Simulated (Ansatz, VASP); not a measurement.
One calculation of TiAl, two programs

The input INCAR:

```
ALGO = Fast
EDIFF = 1E-6
ENCUT = 520
GGA = PS
ISIF = 2
ISMEAR = 0
LASPH = T
LCHARG = T
LELF = T
LREAL = F
LVHAR = T
LWAVE = F
NBANDS = 14
NELM = 60
PREC = Accurate
SIGMA = 0.15
```

Contents of KPOINTS:

```
k-points
0
Gamma
  14 14 14
```

POSCAR

```
TiAl
1.0
    2.9250135935      0.0000000000      0.0000000000
    0.0000000000      3.3877383079      0.0000000000
    0.0000000000      0.0000000000      3.1563759507
Ti Al
1 1
Direct
    0.0000000000      0.0000000000      0.0000000000
    0.5000000000      0.5000000000      0.5000000000
```

Input for Ansatz:

```yaml
crystal:
  lattice:
    - [2.9250135934, 0.0, 0.0]
    - [0.0, 3.3877383078, 0.0]
    - [0.0, 0.0, 3.1563759506]
  atoms:
    - { symbol: Ti, position: [0.0, 0.0, 0.0] }
    - { symbol: Al, position: [0.5, 0.5, 0.5] }
basis:
  ecutwfc: 520.0
kpoints:
  mp_grid: { grid: [14, 14, 14] }
hamiltonian:
  xc: pbesol
scf:
  occupations: { method: gaussian, width: 0.15 }
output:
  forces: true
  stress: true
  eigenvalues: true
```

Change from the starting cell: normal strain along x -0.0733, normal strain along y +0.0733.

Alike in both runs: task single point; functional PBEsol; k mesh 14 × 14 × 14; occupations gaussian, width 0.15 eV; no spin polarisation.

|  | VASP | Ansatz |
| --- | --- | --- |
| version | VASP 6.6.1 | Ansatz 0.2.0 |
| potentials or method | VASP PAW PBE potentials, release 64 (Ti_sv, Al) | scalar-relativistic, plane waves, PAW |
| plane-wave cutoff (eV) | 520 | 520 |
| valence electrons in the cell | 15 | 15 |

|  | VASP | Ansatz | Ansatz less VASP |
| --- | --- | --- | --- |
| gap on the k mesh at the Fermi level (eV) | none | none | - |
| pressure (GPa) | 1.0 | 1.0 | -0.04 |
| largest component of the traceless stress (GPa) | 4.38 | 4.38 | +0.008 |

A gap of «none» marks a metal or a gap that the smearing closes.

Caveats: the PAW data sets were made with another functional, which shifts forces and pressure a little (VASP).
